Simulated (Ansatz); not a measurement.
Set up this calculation in Ansatz 0.2.0, as the native input.

- Task: band structure
- Functional: LDA
- Potentials or basis: all-electron LAPW, scalar-relativistic
- Cutoff: 359 eV (chosen from the basis error)
- Basis error allowed: 0.001 eV/atom
- k mesh: 11 × 11 × 11
- Occupations: fermi-dirac, width 0.05 eV
- Spin: collinear spin, ferromagnetic start
- Starting moments: [2.0, 0.0] μB

CoO:

```
CELL_PARAMETERS angstrom
0.00000 2.13150 2.13150
2.13150 0.00000 2.13150
2.13150 2.13150 0.00000
ATOMIC_POSITIONS crystal
Co 0.00000 0.00000 0.00000
O 0.50000 0.50000 0.50000
```

One way to write it, as run:

input.yaml

```yaml
crystal:
  lattice:
    - [0.0, 2.1315, 2.1315]
    - [2.1315, 0.0, 2.1315]
    - [2.1315, 2.1315, 0.0]
  atoms:
    - { symbol: Co, position: [0.0, 0.0, 0.0], spin: 2.0 }
    - { symbol: O, position: [0.5, 0.5, 0.5] }
kpoints:
  mp_grid: { grid: [11, 11, 11] }
  band_path:
    path:
      - [0.0, 0.0, 0.0]
      - [0.5, 0.0, 0.5]
      - [0.5, 0.25, 0.75]
      - [0.375, 0.375, 0.75]
      - [0.0, 0.0, 0.0]
      - [0.5, 0.5, 0.5]
      - [0.625, 0.25, 0.625]
      - [0.5, 0.25, 0.75]
    npoints: 8
scf:
  occupations: { method: fermi_dirac, width: 0.05 }
hamiltonian:
  xc: lda
  pseudopotentials: { kind: all_electron, lapw: { basis_error: 0.001 } }
magnetization:
  spin_polarized: true
output:
  forces: true
  stress: true
  eigenvalues: true
```

Potentials or basis: all-electron LAPW, scalar-relativistic.

Command:

```sh
$ ansatz run input.yaml --threads 2 --pin off --max-ram 6144MiB --backend cpu --events-out ev --progress --plain --runs-dir out
```

Results of the run:

* Pressure: -19.3 GPa
* Band gap along the path: none (metal or under the smearing width)
* Net moment: 2.88 μB per cell
* Absolute moment: 2.89 μB per cell
* Site moments: Co +2.52; O +0.34 μB

Caveat: so large a pressure means that the cell lies far from this level's equilibrium, or that cutoff or potentials fall short; a cell with one magnetic atom can't hold antiferromagnetic order, which such compounds often take; semilocal functionals often make such compounds metallic where correlation or magnetic order opens a gap, which also shifts bond lengths.

Wall time 14 s on 2 threads of Arm Neoverse V1 (shared host), peak memory 0.43 GiB.
